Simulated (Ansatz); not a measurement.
# AlAs: the change of pressure with volume scale

Results calculated with Ansatz 0.2.0, not measured. Periodic Kohn-Sham DFT of a crystal at fixed atoms, scaled to volume_scale times the given cell; pressure positive in compression, energy less spherical unpolarised free atoms, largest_vzz the field gradient of largest size among the nuclei.

The cell before it is scaled or strained (space group F-43m, No. 216):
```
CELL_PARAMETERS angstrom
0.00000 2.83040 2.83040
2.83040 0.00000 2.83040
2.83040 2.83040 0.00000
ATOMIC_POSITIONS crystal
Al 0.00000 0.00000 0.00000
As 0.75000 0.75000 0.75000
```

Settings of every row: method frozen-core PAW; functional PBE; relativity scalar; k mesh 11x11x11; filling fermi-dirac; smearing width 0.05 eV; wave cutoff 420 eV; paw set soft_2.

Atom start moment: 0 on all atoms.

| row | volume scale | V (Å³/atom) | pressure (GPa) |
| --- | --- | --- | --- |
| 1 | 0.9405 | 21.326 | 8.019 |
| 2 | 0.97 | 21.995 | 5.12 |
| 3 | 1 | 22.675 | ? |
| 4 | 1.03 | 23.355 | 0.416 |
| 5 | 1.06 | 24.035 | -1.445 |

Question: what pressure should row 3 give?

Worked fit of pressure. Take u = (V_r/V)^(2/3) − 1 with V_r = 22.675 Å³ an atom, which is twice the finite (Eulerian) strain; such expansions in the strain, on which the Birch-Murnaghan equation of state is built, carry the rest volume and the bulk modulus. The shown rows have u = 0.04174, 0.02051, -0.01951, -0.03809. Least squares give pressure = 2.5873 + 117.401 × u + 304.16 × u² GPa; a straight line predicts inner rows, each left out in turn, worse (root mean square 0.28 against 0.0082 GPa). The rows lie off it by 0.001, -0.003, 0.003, -0.002. The pressure vanishes at u = -0.0235, or V = 23.5 Å³ an atom, and there the bulk modulus at fixed shape and fractions is B = −V dP/dV = (2/3)(1 + u) dP/du = 67.1 GPa. The withheld row has u = 0, so the fit gives 2.5873 + 117.401 × (0) + 304.16 × (0)² = 2.587 GPa.

The calculation gave 2.588 GPa. The fit lies 0.001 GPa (0.011 % of the column's range) below it, one unit of the last digit.
